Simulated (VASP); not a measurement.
Crystal: BN.

```
CELL_PARAMETERS angstrom
0.00000 1.81300 1.81300
1.81300 0.00000 1.81300
1.81300 1.81300 0.00000
ATOMIC_POSITIONS crystal
N 0.25000 0.25000 0.25000
B 0.00000 0.00000 0.00000
```

The cell is a database's computed one.

```yaml
Program: VASP 6.6.1
Task: relaxation of cell and atoms
Functional: LDA
Potentials_or_basis: VASP PAW LDA potentials, release 64 (N, B)
Cutoff: 600 eV
k_mesh: 13 × 13 × 13
Occupations: fermi-dirac, width 0.05 eV
Spin: no spin polarisation
```

At the start: pressure -13.6 GPa; volume 5.96 Å³/atom.

Question: Where does the relaxation end?

Answer: Over 3 steps the energy falls by 9.2 meV/atom and the volume is 5.75 Å³/atom (-3.5 %); space group F-43m (No. 216, to 0.05 Å).

Step by step:
```csv
step,energy change (eV),largest force (eV/Å),pressure (GPa),volume (Å³)
1,0.0000,0.0000,-13.60,11.92
2,0.0027,0.0000,16.35,11.07
3,-0.0185,0.0000,-0.10,11.50
```

Final structure:
```
CELL_PARAMETERS angstrom
0.00000 1.79143 1.79143
1.79143 0.00000 1.79143
1.79143 1.79143 0.00000
ATOMIC_POSITIONS crystal
N 0.25000 0.25000 0.25000
B 0.00000 0.00000 0.00000
```
